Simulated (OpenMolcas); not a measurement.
# C4H9N (SMILES C1CCNC1): HF/def2-SVPD (RICD fitting)

What is the energy change on altering one bond length of C4H9N at HF/def2-SVPD (RICD fitting)? 

The results are computed with OpenMolcas 26.06.

### 1 The molecule

C4H9N: 14 atoms, total charge 0, spin state singlet. SMILES: `C1CCNC1`. The shape is that of a GFN2-xTB optimisation. This is one conformer, not always the lowest.

Bond lengths: C1–C2 1.539 Å, C2–C3 1.545 Å, C3–N4 1.454 Å, C1–C5 1.545 Å, N4–C5 1.454 Å, C1–H6 1.090 Å, C1–H7 1.088 Å, C2–H8 1.090 Å, C2–H9 1.088 Å, C3–H10 1.094 Å, C3–H11 1.089 Å, N4–H12 1.017 Å, C5–H13 1.094 Å, C5–H14 1.089 Å. Some angles: C1–C2–C3 103.9°, C2–C1–C5 104.0°, C2–C3–N4 106.6°, C3–N4–C5 103.6°, C1–C5–N4 106.7°, C1–C2–H8 110.8°, C1–C2–H9 112.3°, C3–C2–H8 110.3°, C3–C2–H9 111.4°, C2–C1–H6 110.9°.

### 2 The energy at HF/def2-SVPD (RICD fitting)

The input, struct.xyz:

```xyz
14

C     -0.900700     0.723960     0.238580
C      0.023650    -0.071200     1.177580
C      1.077030    -0.686460     0.229950
N      0.464720    -0.749830    -1.087280
C     -0.304520     0.481260    -1.166380
H     -1.922690     0.346980     0.288680
H     -0.920220     1.784600     0.481750
H     -0.529410    -0.857920     1.691290
H      0.488940     0.561460     1.930810
H      1.944600    -0.024020     0.155470
H      1.417900    -1.670290     0.549830
H     -0.169630    -1.543880    -1.123250
H      0.391950     1.286040    -1.419970
H     -1.061630     0.419310    -1.947060
```

The input, job.input:

```
&GATEWAY
  BasLib = $CurrDir
  Coord = struct.xyz
  Basis = def2-SVPD
  Group = NoSym
  RICD

&SEWARD

&SCF
  PrOrbitals = 1 1
```

The basis set def2-SVPD is read from a file made from the Basis Set Exchange's data (not shown).

Launch:

```sh
$ export MOLCAS_MEM=1860
$ pymolcas job.input > job.log
```

Standard output:

```text
--- Start Module: gateway ---
[...]
--- Stop Module: gateway /rc=_RC_ALL_IS_WELL_ ---
--- Start Module: seward ---
[...]
      Basis functions          172
--- Stop Module: seward /rc=_RC_ALL_IS_WELL_ ---
[...]
--- Start Module: scf ---
[...]
       Convergence after  11 Iterations
[...]
::    Total SCF energy                               -211.0042275801
[...]
      Total spin, S                                     0.0000000000
[...]
      Total electronic charge=   40.000000
      Total            charge=   -0.000000
[...]
      Dipole Moment (debye):
      Origin of the operator (angstrom)=    0.0688   -0.0679   -0.1246
                   X= -9.7539E-01               Y=  4.1278E-02               Z=  1.0028E+00           Total=  1.3995E+00
      Quadrupole Moment (debye*angstrom):
[...]
--- Stop Module: scf /rc=_RC_ALL_IS_WELL_ ---
[...]
```

Run time: 12 s. Hardware: 1 thread of Arm Neoverse V2, shared host; peak memory 0.13 GiB.

### 3 The distorted shape at the same level

The input, struct.xyz:

```xyz
14

C     -1.241578     1.707814    -0.081308
C     -0.317228     0.912654     0.857692
C      0.736152     0.297394    -0.089938
N      0.123842     0.234024    -1.407168
C     -0.645398     1.465114    -1.486268
H     -2.263568     1.330834    -0.031208
H     -1.261098     2.768454     0.161862
H     -0.870288     0.125934     1.371402
H      0.148062     1.545314     1.610922
H      1.603722     0.959834    -0.164418
H      1.417900    -1.670290     0.549830
H     -0.510508    -0.560026    -1.443138
H      0.051072     2.269894    -1.739858
H     -1.402508     1.403164    -2.266948
```

The input, job.input:

```
&GATEWAY
BasLib = $CurrDir
Coord = struct.xyz
Basis = def2-SVPD
Group = NoSym
RICD
&SEWARD
&SCF
PrOrbitals = 1 1
```

The basis set def2-SVPD is read from a file made from the Basis Set Exchange's data (not shown).

Launch:

```sh
$ export MOLCAS_MEM=1860
$ pymolcas job.input > job.log
```

Standard output:

```text
--- Start Module: gateway ---
[...]
--- Stop Module: gateway /rc=_RC_ALL_IS_WELL_ ---
--- Start Module: seward ---
[...]
      Basis functions          172
--- Stop Module: seward /rc=_RC_ALL_IS_WELL_ ---
[...]
--- Start Module: scf ---
[...]
       Convergence after  12 Iterations
[...]
::    Total SCF energy                               -210.8305061658
[...]
      Total spin, S                                     0.0000000000
[...]
      Total electronic charge=   40.000000
      Total            charge=   -0.000000
[...]
      Dipole Moment (debye):
      Origin of the operator (angstrom)=   -0.2672    0.9020   -0.4400
                   X= -2.2338E+00               Y=  2.2097E+00               Z=  2.3036E-01           Total=  3.1505E+00
      Quadrupole Moment (debye*angstrom):
[...]
--- Stop Module: scf /rc=_RC_ALL_IS_WELL_ ---
[...]
```

Wall time 12 s (1 thread of Arm Neoverse V2, shared host); peak memory 0.13 GiB.

### 4 Summary of results

Level: HF/def2-SVPD (RICD fitting).

```
                                                          quantity          value
                                         first shape: total energy  -211.00423 Eh
                                        first shape: dipole moment         1.40 D
                                          first shape: HOMO energy      -10.16 eV
                                          first shape: LUMO energy        2.79 eV
                                        first shape: HOMO–LUMO gap       12.95 eV
                                     distorted shape: total energy  -210.83051 Eh
                                    distorted shape: dipole moment         3.15 D
                                      distorted shape: HOMO energy       -9.27 eV
                                      distorted shape: LUMO energy        1.25 eV
                                    distorted shape: HOMO–LUMO gap       10.52 eV
energy change with the C3–H11 bond stretched from 1.089 to 2.179 Å       4.727 eV
```

**Reading.** With the C3–H11 bond stretched from 1.089 to 2.179 Å the energy rises by 4.73 eV (456 kJ/mol). The first shape isn't relaxed at this level, so the change isn't measured from a minimum. A restricted reference can't describe the breaking bond well at this length. Mulliken charges (distorted shape) run from -0.81 on N4 to +0.63 on C5; in a basis this large or diffuse they mean little.
